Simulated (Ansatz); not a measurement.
ZnS (zincblende) under strain

ZnS built on the zincblende prototype, relaxed with r2SCAN in Ansatz. Space group F-43m (No. 216), cubic; a = 5.388 Å in the conventional setting, 19.55 Å³ an atom. Zn is surrounded by 4 S at 2.33 Å; S is surrounded by 4 Zn at 2.33 Å.

The axes x, y and z are those of this cell:
```yaml
crystal:
  lattice:
    - [0.00000, 2.69409, 2.69409]
    - [2.69409, 0.00000, 2.69409]
    - [2.69409, 2.69409, 0.00000]
  atoms:
    - { symbol: Zn, position: [0.00000, 0.00000, 0.00000] }
    - { symbol: S, position: [0.25000, 0.25000, 0.25000] }
```

Unstrained: The PBE gap is direct at Γ: 2.147 eV. The r2SCAN gap is direct at Γ: 2.705 eV. HSE06 gives a direct gap of 3.378 eV at Γ. Meshes: PBE 8×8×8, r2SCAN 8×8×8, HSE06 6×6×6. Strains are changes of length per length. After each strain the atoms were relaxed again with r2SCAN within the symmetry that the strain leaves, so tilts or polar shifts that break it weren't tested; points keep the names that they have in the unstrained zone. The values are computed, spin-unpolarised, and not measurements.

Changes of the least gap in eV (an overlap counts as a negative gap):
```
                                                                    strain  volume change (%)  space group     PBE  r2SCAN   HSE06  energy rise, r2SCAN (meV/atom)
                                        biaxial +1.63 % in x and y, z held               +3.3        I-4m2  -0.176  -0.186  -0.192                             5.2
epitaxial -2.49 % in the plane normal to [111], free normal strain +1.63 %               -3.4          R3m  +0.025  +0.025  +0.026                            13.0
                                              uniaxial +5.34 % along [111]               +5.3          R3m  -0.358  -0.383  -0.394                            23.5
```

Biaxial +1.63 % in x and y, z held. HSE06: the gap goes from 3.378 to 3.186 eV (-0.192 eV); with r2SCAN the top three valence levels at Γ, degenerate before, become 1+2 from the top over 56 meV. Stress change with r2SCAN, compression positive: xx -2.61, yy -2.61, zz -1.92 GPa.

Epitaxial -2.49 % in the plane normal to [111], free normal strain +1.63 %. HSE06: the gap goes from 3.378 to 3.404 eV (+0.026 eV); with r2SCAN the top three valence levels at Γ, degenerate before, become 2+1 from the top over 264 meV. Stress change with r2SCAN, compression positive: xx +2.86, yy +2.86, zz +2.86, xy -1.45, xz -1.45, yz -1.45 GPa.

Uniaxial +5.34 % along [111], other directions held. HSE06: the gap goes from 3.378 to 2.984 eV (-0.394 eV); with r2SCAN the top three valence levels at Γ, degenerate before, become 2+1 from the top over 279 meV. Stress change with r2SCAN, compression positive: xx -3.62, yy -3.62, zz -3.62, xy -1.71, xz -1.71, yz -1.71 GPa.

The meshes of the hybrids are coarse, so their gaps aren't converged to the digits shown.

The splittings at Γ are without spin-orbit coupling, which regroups them where it is of like size or larger.
